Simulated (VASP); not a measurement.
Set up this calculation in VASP 6.6.1, as the native input.

```
Task                   : single point
Functional             : PBE
Potentials or basis    : VASP PAW PBE potentials, release 64 (S, Ga_d, H)
Cutoff                 : 520 eV
k mesh                 : 1 × 1 × 1
Occupations            : gaussian, width 0.01 eV
Spin                   : no spin polarisation
Further INCAR settings : ALGO = Normal; EDIFF = 1e-07; NBANDS = 19
```

The structure of SGaH3 lies in POSCAR:

```
GaH3S
1.0
   12.0000000000      0.0000000000      0.0000000000
    0.0000000000     12.0000000000      0.0000000000
    0.0000000000      0.0000000000     12.0000000000
S Ga H
1 1 3
Direct
    0.5255940000      0.3743760000      0.5579840000
    0.4962570000      0.5327900000      0.4734450000
    0.6255570000      0.4128990000      0.5908620000
    0.3734150000      0.5441240000      0.4088950000
    0.5829310000      0.6225000000      0.4720490000
```

The cell isn't the ideal one: atoms moved at random, drawn with an rms of 0.05 Å.

These files were run (other wordings do the same):

INCAR

```
  ALGO = Normal
  EDIFF = 1E-7
  ENCUT = 520
  GGA = PE
  ISIF = 2
  ISMEAR = 0
  LASPH = True
  LCHARG = False
  LREAL = False
  LWAVE = False
  NBANDS = 19
  NELM = 60
  PREC = Accurate
  SIGMA = 0.01
```

KPOINTS

```
k-points
0
Gamma
  1 1 1
```

Potentials or basis: VASP PAW PBE potentials, release 64 (S, Ga_d, H).

Launch:

```sh
$ cat potpaw_PBE.64/S/POTCAR potpaw_PBE.64/Ga_d/POTCAR potpaw_PBE.64/H/POTCAR > POTCAR
$ mpirun -np 1 vasp_gam > vasp.out
```

Results of the run:

```json
{
  "Largest force": "2.129 eV/Å",
  "Gap between the frontier levels": "4.39 eV"
}
```

It took 2.5 min on 1 thread of Intel(R) Xeon(R) Platinum 8259CL CPU @ 2.50GHz (Skylake/Cascade Lake), with other jobs on the host, peak memory 1.2 GiB.
